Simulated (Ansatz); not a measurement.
The reference is SrF$_{2}$ in the fluorite structure (space group Fm-3m, No. 225; a = 5.8573 Å).

The values are results of Ansatz (a first-principles code) PBE, scalar-relativistic without spin-orbit coupling, not measurements.

Base values:

Valley order: Γ 6.78 eV; X along ⟨100⟩ 8.11 eV
Electron mass: 0.52 mₑ (at Γ)
Smallest direct gap: 6.89 eV

Now apply this change: cell and atoms relaxed at a pressure of 1.5 GPa.

**Question.** Estimate the effect on the valley order, mean gap deformation potential ΔEg/Δln V, electron mass and smallest direct gap.

**Answer.** The valley order (the lowest conduction-band minima on the path, energy above the VBM, named in the base's zone) goes from Γ 6.78 eV; X along ⟨100⟩ 8.11 eV to Γ 6.91 eV; X along ⟨100⟩ 8.17 eV; the mean gap deformation potential ΔEg/Δln V amounts to -5.5 eV; the electron mass goes from 0.52 mₑ (at Γ) to 0.51 mₑ (at Γ); the smallest direct gap increases by 0.12 eV, from 6.89 eV to 7.01 eV.

Load acts through the strain it causes; cell and atoms are relaxed under it. Effective masses come from finite differences of ±0.01 Å⁻¹. No phonon test of stability was made.
